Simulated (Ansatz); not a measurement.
**Ti started on an O site next to O started in the widest void in rutile TiO2, 73 atoms, charge 0**

Method: DFT, r2SCAN, PAW, plane waves in Ansatz 0.2.0.

Input:

```yaml
crystal:
  lattice:
    - [9.182828, 0.000000, 0.000000]
    - [0.000000, 9.182828, 0.000000]
    - [0.000000, 0.000000, 8.816612]
  atoms:
    - { symbol: Ti, position: [0.003241, 0.997822, 0.001778] }
    - { symbol: Ti, position: [0.000474, 0.999421, 0.338431] }
    - { symbol: Ti, position: [0.003491, 0.997773, 0.674838] }
    - { symbol: Ti, position: [0.003195, 0.509753, 0.003916] }
    - { symbol: Ti, position: [0.006252, 0.508223, 0.340333] }
    - { symbol: Ti, position: [0.003576, 0.509771, 0.676930] }
    - { symbol: Ti, position: [0.502053, 0.010637, 0.004231] }
    - { symbol: Ti, position: [0.518781, 0.975440, 0.339063] }
    - { symbol: Ti, position: [0.501617, 0.010795, 0.673031] }
    - { symbol: Ti, position: [0.505249, 0.496867, 0.005807] }
    - { symbol: Ti, position: [0.487927, 0.532156, 0.339656] }
    - { symbol: Ti, position: [0.504625, 0.496882, 0.674523] }
    - { symbol: Ti, position: [0.234677, 0.251655, 0.168496] }
    - { symbol: Ti, position: [0.234513, 0.251885, 0.511673] }
    - { symbol: Ti, position: [0.255411, 0.260719, 0.840410] }
    - { symbol: Ti, position: [0.250539, 0.757224, 0.170889] }
    - { symbol: Ti, position: [0.250495, 0.757378, 0.508749] }
    - { symbol: Ti, position: [0.261626, 0.753386, 0.839624] }
    - { symbol: Ti, position: [0.772240, 0.255606, 0.167099] }
    - { symbol: Ti, position: [0.772115, 0.256042, 0.510259] }
    - { symbol: Ti, position: [0.751301, 0.246874, 0.838364] }
    - { symbol: Ti, position: [0.756320, 0.750346, 0.170000] }
    - { symbol: Ti, position: [0.756092, 0.750260, 0.507844] }
    - { symbol: Ti, position: [0.745204, 0.754128, 0.839117] }
    - { symbol: Ti, position: [0.503374, 0.253799, 0.339358], spin: 2 }
    - { symbol: O, position: [0.157130, 0.151613, 0.001594] }
    - { symbol: O, position: [0.159572, 0.148889, 0.340257] }
    - { symbol: O, position: [0.157803, 0.150943, 0.677362] }
    - { symbol: O, position: [0.157947, 0.656597, 0.004414] }
    - { symbol: O, position: [0.160567, 0.651803, 0.338904] }
    - { symbol: O, position: [0.158557, 0.655886, 0.674122] }
    - { symbol: O, position: [0.660764, 0.153444, 0.009334] }
    - { symbol: O, position: [0.676780, 0.137505, 0.339058] }
    - { symbol: O, position: [0.660453, 0.153929, 0.668672] }
    - { symbol: O, position: [0.660094, 0.646685, 0.006692] }
    - { symbol: O, position: [0.656375, 0.655132, 0.339223] }
    - { symbol: O, position: [0.659434, 0.647263, 0.671880] }
    - { symbol: O, position: [0.346277, 0.353715, 0.010052] }
    - { symbol: O, position: [0.329960, 0.370130, 0.339698] }
    - { symbol: O, position: [0.345976, 0.354142, 0.669429] }
    - { symbol: O, position: [0.347286, 0.860339, 0.006886] }
    - { symbol: O, position: [0.350361, 0.852465, 0.339523] }
    - { symbol: O, position: [0.346612, 0.860938, 0.672057] }
    - { symbol: O, position: [0.848934, 0.356650, 0.001395] }
    - { symbol: O, position: [0.847121, 0.358741, 0.338459] }
    - { symbol: O, position: [0.849618, 0.356000, 0.677196] }
    - { symbol: O, position: [0.848155, 0.851755, 0.004638] }
    - { symbol: O, position: [0.846162, 0.855790, 0.339848] }
    - { symbol: O, position: [0.848783, 0.850996, 0.674319] }
    - { symbol: O, position: [0.092915, 0.401843, 0.170000] }
    - { symbol: O, position: [0.091820, 0.401266, 0.508081] }
    - { symbol: O, position: [0.100584, 0.407576, 0.839417] }
    - { symbol: O, position: [0.097877, 0.902296, 0.174189] }
    - { symbol: O, position: [0.097124, 0.901455, 0.504911] }
    - { symbol: O, position: [0.099612, 0.902252, 0.839460] }
    - { symbol: O, position: [0.588028, 0.389660, 0.183844] }
    - { symbol: O, position: [0.598656, 0.399039, 0.839351] }
    - { symbol: O, position: [0.598657, 0.896870, 0.163136] }
    - { symbol: O, position: [0.599911, 0.897796, 0.515908] }
    - { symbol: O, position: [0.597173, 0.905876, 0.839243] }
    - { symbol: O, position: [0.418154, 0.116486, 0.184233] }
    - { symbol: O, position: [0.418672, 0.117930, 0.494864] }
    - { symbol: O, position: [0.408068, 0.108571, 0.839380] }
    - { symbol: O, position: [0.406874, 0.609849, 0.162835] }
    - { symbol: O, position: [0.408048, 0.610766, 0.515634] }
    - { symbol: O, position: [0.409530, 0.601704, 0.839503] }
    - { symbol: O, position: [0.914921, 0.106321, 0.170659] }
    - { symbol: O, position: [0.913787, 0.105770, 0.508764] }
    - { symbol: O, position: [0.906164, 0.100035, 0.839315] }
    - { symbol: O, position: [0.909570, 0.606130, 0.173796] }
    - { symbol: O, position: [0.908866, 0.605314, 0.504594] }
    - { symbol: O, position: [0.907130, 0.605360, 0.839280] }
    - { symbol: O, position: [0.588603, 0.391147, 0.494494] }
  symmetry: { detect: false }
kpoints:
  mp_grid: { grid: [1, 1, 1], shift: [0.25, 0.25, 0.25] }
hamiltonian:
  xc: r2scan
magnetization:
  spin_polarized: true
scf:
  occupations: { method: fermi_dirac, width: 0.01 }
output:
  forces: true
  eigenvalues: true
  populations: true
  eigenstates: { kpoints: [[0.25, 0.25, 0.25]], e_range: [-6.0, 6.0], localisation: true }
```

Launch command:

```sh
ansatz run in.yaml --threads 8 --pin off --max-ram 118750MiB --runs-dir r --events-out ev --progress --plain --backend cuda --devices 0,
```

Output (machine lines and repeated set-up lines are left out; […] marks rows cut from tables):

```
Pseudopotentials: kind: paw
Functional definition: r2SCAN
  parameter k0 = 0.174
  parameter k1 = 0.065
  parameter a1 = 4.9479
  exchange = r2scan_x(k0 = k0, k1 = k1, a1 = a1)
  correlation = r2scan_c
Crystal: 73 atoms, lattice volume = 743.455 Å³
Basis set: ecut = 500 eV, 18861 PW (Γ), exchange–correlation on 288×288×288 points (64 copies of the dense FFT grid, shifted against one another)
Bands: 368, of which v1, the nominal top of the filled ones, is band 294 counted from 1 (293 counted from 0)
Symmetry: 1 space group operations
k-points: 1
Non-local potential: Ti, projectors of the file, l = 0: 3, l = 1: 2, l = 2: 3, l = 3: 1
Non-local potential: O, projectors of the file, l = 0: 2, l = 1: 2, l = 2: 1
PAW form: soft (Blöchl's): semilocal exchange-correlation on the pseudo side does not see the compensation charge
PAW frozen core: Ti, regenerated for the run's functional (the file was generated under x = pbe(κ = 0.804, μ = 0.2195149727645171), c = pbe(β = 0.06672455060314922))
PAW frozen core: O, regenerated for the run's functional (the file was generated under x = pbe(κ = 0.804, μ = 0.2195149727645171), c = pbe(β = 0.06672455060314922))
PAW one-centre angular grid: Ti, 590 points (default); XC on 160 Gauss nodes
PAW one-centre angular grid: O, 302 points (default); XC on 160 Gauss nodes
Initial density: superposition of atomic densities (chi_scale 0.1, normalization cell, long waves kept (reshape's long-wave potential 0.28 eV rms))
Starting moments: Σ|m| = 2 μB on 1 of 73 sites
Initial wavefunctions: pseudopotential atomic-orbital guess
Functional: x = r2scan, c = r2scan; τ floored in thin density (d = 2e-4 eV/Å³)
SCF iter   1: F=—  HF=-90015.613157 eV  |F-HF|=—  |Δ(HF+E_count)|=         —  Δρ=4.19e-2 (↑4.00e-2 ↓4.19e-2)  dr2=6.70e1  dr2_τ=2.18e0  dr2_m=1.75e-1  M=1.991 μB ∫|m|=2.232 μB  β_m=1.00  ethr=3.10e-3  ⟨swp⟩=4.0  Hψ=2602  notcnv=0  defer=1
Mixer restart at iter 1: flushing history
preconditioner: auto → Resta (q_TF=auto, 2.624 Å⁻¹)  ε∞=7.0  [insulator: Δε(μ)=0.058 eV  Ē_g=10.927 eV  σ=0.010 eV  W_gap=0.90  n_scr=234 (ndim 8)  ℏωp=26.8 eV  f_vac=0.000  D(μ)=10.18/eV (n_scr^D=48)  ε∞_Penn≈7.0]
spin=Collinear: Resta preconditioning applied to the charge; magnetization (m = ρ↑ − ρ↓) channel mixes plain (no charge-response kernel on spin).
SCF iter   2: F=—  HF=-90013.719491 eV  |F-HF|=—  |Δ(HF+E_count)|=    1.89e0  Δρ=2.39e-2 (↑2.25e-2 ↓2.39e-2)  dr2=1.92e1  dr2_τ=2.87e-1  dr2_m=8.30e-2  M=1.928 μB ∫|m|=2.229 μB  β_m=1.00  ethr=3.10e-3  ⟨swp⟩=2.0  Hψ=1345  notcnv=0  defer=117  κ⁻¹=1.0e0(r=1)
SCF iter   3: F=—  HF=-90015.189218 eV  |F-HF|=—  |Δ(HF+E_count)|=    1.47e0  Δρ=1.61e-2 (↑1.61e-2 ↓1.53e-2)  dr2=5.52e0  dr2_τ=8.31e-2  dr2_m=6.67e-2  M=1.720 μB ∫|m|=2.090 μB  β_m=1.00  ethr=3.10e-3  ⟨swp⟩=2.0  Hψ=881  notcnv=0  defer=111  κ⁻¹=1.1e-1(r=2)
SCF iter   4: F=—  HF=-90015.782741 eV  |F-HF|=—  |Δ(HF+E_count)|=   5.94e-1  Δρ=1.02e-2 (↑1.02e-2 ↓1.00e-2)  dr2=2.48e0  dr2_τ=3.16e-2  dr2_m=7.66e-3  M=1.888 μB ∫|m|=2.312 μB  β_m=0.56  ethr=9.39e-4  ⟨swp⟩=2.5  Hψ=1304  notcnv=0  defer=107  κ⁻¹=2.4e-2(r=3)
SCF iter   5: F=—  HF=-90016.192326 eV  |F-HF|=—  |Δ(HF+E_count)|=   4.10e-1  Δρ=4.85e-3 (↑3.94e-3 ↓4.85e-3)  dr2=4.49e-1  dr2_τ=7.21e-3  dr2_m=2.71e-2  M=1.996 μB ∫|m|=2.550 μB  β_m=1.00  ethr=4.23e-4  ⟨swp⟩=2.0  Hψ=1317  notcnv=0  defer=107  κ⁻¹=6.2e-3(r=4)
SCF iter   6: F=—  HF=-90016.431094 eV  |F-HF|=—  |Δ(HF+E_count)|=   2.39e-1  Δρ=2.03e-3 (↑2.00e-3 ↓2.03e-3)  dr2=8.10e-2  dr2_τ=1.73e-3  dr2_m=5.72e-3  M=1.999 μB ∫|m|=2.630 μB  β_m=1.00  ethr=7.63e-5  ⟨swp⟩=2.5  Hψ=1337  notcnv=0  defer=107  κ⁻¹=2.3e-3(r=5)
SCF iter   7: F=—  HF=-90016.475508 eV  |F-HF|=—  |Δ(HF+E_count)|=         —  Δρ=1.69e-3 (↑1.60e-3 ↓1.69e-3)  dr2=3.51e-2  dr2_τ=1.06e-3  dr2_m=6.84e-3  M=1.999 μB ∫|m|=2.640 μB  β_m=1.00  ethr=1.38e-5  ⟨swp⟩=2.0  Hψ=1373  notcnv=0  defer=107  κ⁻¹=2.3e-3(r=5)
SCF iter   8: F=—  HF=-90016.481045 eV  |F-HF|=—  |Δ(HF+E_count)|=   5.54e-3  Δρ=1.13e-3 (↑1.03e-3 ↓1.13e-3)  dr2=1.92e-2  dr2_τ=4.68e-4  dr2_m=1.49e-3  M=1.999 μB ∫|m|=2.662 μB  β_m=1.00  ethr=5.98e-6  ⟨swp⟩=2.0  Hψ=1317  notcnv=0  defer=107  κ⁻¹=1.4e-4(r=6)
SCF iter   9: F=—  HF=-90016.484116 eV  |F-HF|=—  |Δ(HF+E_count)|=   3.07e-3  Δρ=5.06e-4 (↑5.06e-4 ↓3.87e-4)  dr2=3.49e-3  dr2_τ=8.04e-5  dr2_m=3.34e-4  M=2.000 μB ∫|m|=2.770 μB  β_m=1.00  ethr=3.26e-6  ⟨swp⟩=2.0  Hψ=1317  notcnv=0  defer=107  κ⁻¹=6.7e-6(r=7)
SCF iter  10: F=—  HF=-90016.489427 eV  |F-HF|=—  |Δ(HF+E_count)|=   5.31e-3  Δρ=1.99e-4 (↑1.99e-4 ↓1.72e-4)  dr2=7.92e-4  dr2_τ=1.36e-5  dr2_m=5.66e-5  M=2.000 μB ∫|m|=2.768 μB  β_m=1.00  ethr=5.94e-7  ⟨swp⟩=2.0  Hψ=1373  notcnv=0  defer=107  κ⁻¹=1.3e-6(r=8)
SCF iter  11: F=—  HF=-90016.489484 eV  |F-HF|=—  |Δ(HF+E_count)|=   5.65e-5  Δρ=9.67e-5 (↑9.48e-5 ↓9.67e-5)  dr2=1.83e-4  dr2_τ=4.11e-6  dr2_m=2.50e-6  M=2.000 μB ∫|m|=2.758 μB  β_m=1.00  ethr=1.35e-7  ⟨swp⟩=2.0  Hψ=1319  notcnv=0  defer=107  κ⁻¹=3.6e-6(r=8)
SCF iter  12: F=—  HF=-90016.489490 eV  |F-HF|=—  |Δ(HF+E_count)|=   5.77e-6  Δρ=6.59e-5 (↑6.59e-5 ↓6.19e-5)  dr2=5.91e-5  dr2_τ=1.49e-6  dr2_m=2.38e-6  M=2.000 μB ∫|m|=2.759 μB  β_m=1.00  ethr=3.11e-8  ⟨swp⟩=2.0  Hψ=1275  notcnv=0  defer=107  κ⁻¹=1.0e-5(r=8)
SCF iter  13: F=—  HF=-90016.489616 eV  |F-HF|=—  |Δ(HF+E_count)|=   1.26e-4  Δρ=3.08e-5 (↑3.08e-5 ↓2.46e-5)  dr2=1.43e-5  dr2_τ=3.16e-7  dr2_m=7.67e-7  M=2.000 μB ∫|m|=2.760 μB  β_m=1.00  ethr=1.01e-8  ⟨swp⟩=2.0  Hψ=1280  notcnv=0  defer=107  κ⁻¹=4.1e-6(r=8)
SCF iter  14: F=—  HF=-90016.489640 eV  |F-HF|=—  |Δ(HF+E_count)|=   2.40e-5  Δρ=1.38e-5 (↑1.23e-5 ↓1.38e-5)  dr2=3.40e-6  dr2_τ=7.52e-8  dr2_m=9.73e-8  M=2.000 μB ∫|m|=2.761 μB  β_m=1.00  ethr=2.43e-9  ⟨swp⟩=3.0  Hψ=1282  notcnv=0  defer=107  κ⁻¹=3.9e-6(r=8)
SCF iter  15: F=—  HF=-90016.489641 eV  |F-HF|=—  |Δ(HF+E_count)|=   6.43e-7  Δρ=8.18e-6 (↑7.29e-6 ↓8.18e-6)  dr2=1.01e-6  dr2_τ=2.45e-8  dr2_m=6.11e-8  M=2.000 μB ∫|m|=2.761 μB  β_m=1.00  ethr=5.78e-10  ⟨swp⟩=2.0  Hψ=1276  notcnv=0  defer=107  κ⁻¹=1.2e-5(r=8)
SCF iter  16: F=—  HF=-90016.489642 eV  |F-HF|=—  |Δ(HF+E_count)|=   1.03e-6  Δρ=3.30e-6 (↑3.30e-6 ↓3.00e-6)  dr2=1.87e-7  dr2_τ=3.78e-9  dr2_m=8.13e-9  M=2.000 μB ∫|m|=2.760 μB  β_m=1.00  ethr=1.72e-10  ⟨swp⟩=2.0  Hψ=1280  notcnv=0  defer=107  κ⁻¹=2.9e-6(r=8)
SCF iter  17: F=—  HF=-90016.489642 eV  |F-HF|=—  |Δ(HF+E_count)|=   1.75e-7  Δρ=1.98e-6 (↑1.78e-6 ↓1.98e-6)  dr2=6.29e-8  dr2_τ=1.34e-9  dr2_m=2.74e-9  M=2.000 μB ∫|m|=2.760 μB  β_m=1.00  ethr=3.18e-11  ⟨swp⟩=2.0  Hψ=1276  notcnv=0  defer=107  κ⁻¹=8.4e-6(r=8)
SCF iter  18: F=—  HF=-90016.489642 eV  |F-HF|=—  |Δ(HF+E_count)|=   6.42e-8  Δρ=1.08e-6 (↑9.11e-7 ↓1.08e-6)  dr2=1.48e-8  dr2_τ=4.21e-10  dr2_m=1.67e-9  M=2.000 μB ∫|m|=2.760 μB  β_m=1.00  ethr=1.07e-11  ⟨swp⟩=2.0  Hψ=1278  notcnv=0  defer=107  κ⁻¹=5.8e-6(r=8)
SCF iter  19: F=-90016.489642 eV  HF=-90016.489642 eV  |F-HF|=8.22e-9  |Δ(HF+E_count)|=  2.62e-10  Δρ=5.13e-7 (↑4.49e-7 ↓5.13e-7)  dr2=4.01e-9  dr2_τ=9.82e-11  dr2_m=4.65e-10  M=2.000 μB ∫|m|=2.760 μB  ethr=2.52e-12  ⟨swp⟩=8.5  Hψ=3070  notcnv=0
SCF 1 converged in 19 iterations: F = -90016.489642 eV  dr2 = 4.01e-9
  greatest PAW one-centre occupation: 1.003 electrons in one spin orbital (limit 2), on the Ti atom at site 24 (counted from 0), in its partial waves of l = 1
this state was not tested for a lower state beside it, because the mixer in use, unlike msr1, does not test its closes by its own steps (another_mixer; see scf.mixing.algorithm and scf.lower_state_search)
NSCF: frozen V_eff on 1 k-points
SCF converged after 19 iterations
Magnetization: 1.9998 μB (294.9999 up, 293.0001 down)
Absolute magnetization: 2.7615 μB (∫|ρ↑−ρ↓|, with the PAW one-centre terms)
Spin contamination: 0.0151 ħ² per cell (⟨S²⟩ above its minimum at these occupations)
Per-site moments (μB) at R_I (Å): [(0.05623545676594683, 0.7828126766252205), (0.07146864890684983, 0.7926377971908206), (0.05159218289388623, 0.788628000375143), (0.051904009955049284, 0.7887182727225297), (0.07139398833098816, 0.7926001341699122), (0.05627705455586866, 0.7830662245639045), (0.053980916529634694, 0.7898123775641884), (0.015709465505690377, 0.7677829854826211), (0.0850226338138705
Free energy (F): -90016.489642 eV
Harris-Foulkes:  -90016.489642 eV  (|F-HF|=8.22e-9)
Internal energy: -90016.487069 eV  (E = F + TS)
E sigma→0 (E₀):  -90016.488355 eV
Entropy (-TS):   -0.002573 eV (-0.035 meV/atom)
Fermi energy:    11.833081 eV
--- Per-component energies (eV) ---
  E_band       = -5163.874061
  E_kinetic    = 15339.914814
  E_local      = -37404.375746  (includes V_loc(G=0)·N_el)
  E_nonlocal   = 2327.486011
  E_hartree    = 14330.715453
  E_xc         = -5899.388725
  E_vxc        = -8466.783465  (∫ρ·V_xc dr)
  E_paw        = -34040.535689  (= ΣΔE_a)
  E_vpaw       = -6177.288762  (= ΣTr[D̂ρ^β])
  E_aug_tail   = 0.054306  (compensation charges beyond the density's cutoff)
  E_vtau       = 555.690629  (kinetic-family band-sum trace: ∫τ·v_τ [+ j·A + Jᵃ·Aᵃ] dr)
  E_ewald      = -44662.487900
  E_core_change = -7.869593  (= ΣΔE_core)
  E_smearing   = -0.002573  (= −TS)
  E_closure    = -0.000000  (closes the sum)
  Σ components = -90016.489642   (vs F -90016.489642, Δ=0.00e0)
--- Forces (eV/Å), atoms counted from 1 ---
  atom   1  Ti     0.00226044    -0.00030990     0.02360073
  atom   2  Ti     0.02274734    -0.03875822    -0.00943517
  atom   3  Ti    -0.02215411    -0.04907471     0.04543186
  atom   4  Ti     0.02037396     0.05054345    -0.04699412
  atom   5  Ti    -0.02264804     0.03680373     0.00911187
  atom   6  Ti    -0.00033621     0.00200323    -0.02062431
  atom   7  Ti     0.01154821    -0.05215426     0.03179604
  atom   8  Ti    -0.03852782     0.05069397    -0.00278641
  atom   9  Ti     0.04600554    -0.05027911     0.00686731
  atom  10  Ti    -0.04905531     0.04397393    -0.01525254
  atom  11  Ti     0.03764291    -0.04927919     0.01679391
  atom  12  Ti    -0.01273896     0.05691759    -0.03490345
  atom  13  Ti    -0.06458090    -0.05400418    -0.02730236
  atom  14  Ti    -0.10409688    -0.02195436     0.08940606
  atom  15  Ti    -0.00065815    -0.02994940    -0.01460000
  atom  16  Ti    -0.06040682     0.02867844    -0.08760573
  atom  17  Ti    -0.04583936     0.01171461     0.00719800
  atom  18  Ti    -0.06572958     0.02422661    -0.00176595
  atom  19  Ti     0.10292723     0.02420241    -0.09320306
  atom  20  Ti     0.06341839     0.05341546     0.02699329
  atom  21  Ti     0.00267353     0.03155268     0.01685987
  atom  22  Ti     0.04635883    -0.01544008    -0.00256724
  atom  23  Ti     0.05972961    -0.02142796     0.08933220
  atom  24  Ti     0.06279971    -0.02176064    -0.00283718
  atom  25  Ti    -0.00097195     0.00246180     0.00290939
  atom  26  O     -0.01487406     0.02513400     0.05290395
  atom  27  O     -0.07357554     0.04533170    -0.02477691
  atom  28  O     -0.02231198     0.03553246    -0.06450014
  atom  29  O     -0.00969733    -0.01629718     0.03958636
  atom  30  O      0.01881812     0.01109985     0.04169547
  atom  31  O     -0.01718877     0.00348580    -0.02972486
  atom  32  O     -0.02721760    -0.00800009    -0.00153545
  atom  33  O      0.00866137     0.05206366     0.00731897
  atom  34  O     -0.02482078    -0.01875618     0.01318146
  atom  35  O     -0.03375533    -0.00002452     0.00546557
  atom  36  O     -0.03241540     0.04437834    -0.02055754
  atom  37  O     -0.03517378    -0.01193320    -0.01082329
  atom  38  O      0.02377890     0.01779903    -0.01212831
  atom  39  O     -0.00832698    -0.05556307    -0.00806322
  atom  40  O      0.02634721     0.00678107    -0.00019042
  atom  41  O      0.03529978     0.01113686     0.01048671
  atom  42  O      0.03207406    -0.04404880     0.01849674
  atom  43  O      0.03756656     0.00205390    -0.00435334
  atom  44  O      0.02129027    -0.03669174     0.06416911
  atom  45  O      0.07682852    -0.04400419     0.02548717
  atom  46  O      0.01435654    -0.02530815    -0.05411941
  atom  47  O      0.01903213    -0.00397406     0.02853353
  atom  48  O     -0.01947401    -0.01188729    -0.04293036
  atom  49  O      0.00923172     0.01533651    -0.03866082
  atom  50  O     -0.04115625     0.00162067     0.02747812
  atom  51  O      0.00770222     0.00007754    -0.00392817
  atom  52  O      0.00622054    -0.00596218     0.01447970
  atom  53  O     -0.01746505     0.00682738    -0.01652569
  atom  54  O      0.00341644     0.01517159     0.01249040
  atom  55  O      0.00337121    -0.00462779    -0.02500854
  atom  56  O      0.08656000    -0.00634566    -0.05051569
  atom  57  O     -0.04738782    -0.00528298     0.01121728
  atom  58  O      0.01264516     0.02581986     0.02318611
  atom  59  O     -0.03816272     0.01090302    -0.05005193
  atom  60  O     -0.07218851     0.03787699    -0.00968579
  atom  61  O     -0.06488712     0.00329325    -0.08245440
  atom  62  O     -0.08542193     0.00812697     0.05201585
  atom  63  O      0.04940137     0.00397577    -0.00873837
  atom  64  O      0.03292387    -0.00981482     0.04790571
  atom  65  O     -0.00730420    -0.03152680    -0.02767507
  atom  66  O      0.07476386    -0.03768177     0.00971060
  atom  67  O     -0.00868503     0.00161898     0.00255508
  atom  68  O      0.04290373    -0.00230960    -0.02747830
  atom  69  O     -0.00624512     0.00419244    -0.01309102
  atom  70  O     -0.00262261    -0.01351213    -0.01031102
  atom  71  O      0.01734283    -0.00819946     0.01300804
  atom  72  O     -0.00408503     0.00432458     0.02635654
  atom  73  O      0.06314457    -0.00501201     0.08368117
  max |Σ_I F_I| component: 2.04e-5 eV/Å
--- Band table (eV) ---
  k-point 0 ↑: bands = ["-49.6637", "-49.6632", "-49.6436", "-49.6428", "-49.6313", "-49.6310", "-49.6194", "-49.6189", "-49.6014", "-49.6007", "-49.5881", "-49.5877", "-49.5745", "-49.5740", "-49.5715", "-49.5711", "-49.5533", "-49.5526", "-49.4749", "-49.4743", "-49.4580", "-49.4579", "-49.1817", "-49.1747", "-48.6560", "-25.1465", "-25.1459", "-25.0961", "-25.0944", "-25.0881", "-25.0875", "-25 …
  k-point 0 ↓: bands = ["-49.5612", "-49.5605", "-49.5317", "-49.5312", "-49.5065", "-49.5059", "-49.4828", "-49.4826", "-49.4812", "-49.4803", "-49.4782", "-49.4772", "-49.4530", "-49.4528", "-49.4428", "-49.4422", "-49.4241", "-49.4236", "-49.3277", "-49.3269", "-49.3047", "-49.3044", "-49.1515", "-49.1445", "-48.6276", "-25.0455", "-25.0441", "-25.0385", "-25.0375", "-25.0019", "-24.9937", "-24 …
--- Löwdin populations: 73 sites ---
  site symbol       q [e]    m [muB]
     0     Ti     10.5668     0.0859
     1     Ti     10.5683     0.1079
     2     Ti     10.5641     0.0781
     3     Ti     10.5642     0.0786
     4     Ti     10.5682     0.1078
     5     Ti     10.5668     0.0859
     6     Ti     10.5684     0.0810
     7     Ti     10.6707     0.0251
     8     Ti     10.5741     0.1278
     9     Ti     10.5742     0.1279
    10     Ti     10.6708     0.0252
    11     Ti     10.5684     0.0812
    12     Ti     10.6223     0.1219
    13     Ti     10.6220     0.1367
    14     Ti     10.5782     0.1092
    15     Ti     10.5768     0.0886
    16     Ti     10.5805     0.1113
    17     Ti     10.5644     0.1165
    18     Ti     10.6220     0.1364
    19     Ti     10.6223     0.1221
    20     Ti     10.5782     0.1094
    21     Ti     10.5805     0.1115
    22     Ti     10.5767     0.0884
    23     Ti     10.5644     0.1170
    24     Ti     10.8770     0.0225
    25      O      6.6714    -0.0100
    26      O      6.6894    -0.0089
    27      O      6.6724    -0.0091
    28      O      6.6817    -0.0076
    29      O      6.6975    -0.0070
    30      O      6.6811    -0.0091
    31      O      6.6907    -0.0080
    32      O      6.7140    -0.0016
[…]
    41      O      6.6946    -0.0048
    42      O      6.6880    -0.0093
    43      O      6.6725    -0.0091
    44      O      6.6894    -0.0089
    45      O      6.6714    -0.0100
    46      O      6.6810    -0.0091
    47      O      6.6975    -0.0070
    48      O      6.6817    -0.0076
    49      O      6.6808    -0.0116
    50      O      6.6808    -0.0125
    51      O      6.6806    -0.0106
    52      O      6.6843    -0.0109
    53      O      6.6837    -0.0116
    54      O      6.6669    -0.0101
    55      O      6.7424    -0.0085
    56      O      6.6800    -0.0107
    57      O      6.6706    -0.0080
    58      O      6.6700    -0.0075
    59      O      6.6771    -0.0114
    60      O      6.7438    -0.0043
    61      O      6.7427    -0.0084
    62      O      6.6800    -0.0107
    63      O      6.6698    -0.0075
    64      O      6.6708    -0.0080
    65      O      6.6771    -0.0114
    66      O      6.6807    -0.0125
    67      O      6.6809    -0.0116
    68      O      6.6806    -0.0106
    69      O      6.6837    -0.0117
    70      O      6.6842    -0.0109
    71      O      6.6670    -0.0102
    72      O      6.7439    -0.0043
  spilling = 0.003357 (of n_electrons = 588.000000)
```

Absolute energies hang on the potentials; compare differences alone.

The atoms are those of an earlier PBEsol relaxation. One k point and one spin start were run, so the state needn't be the lowest, and an added charge can sit in a band of the host.

Time: 13 s of wall time on one NVIDIA GB300 with 8 processor threads, on a host shared with other runs; peak host memory 3.1 GiB.
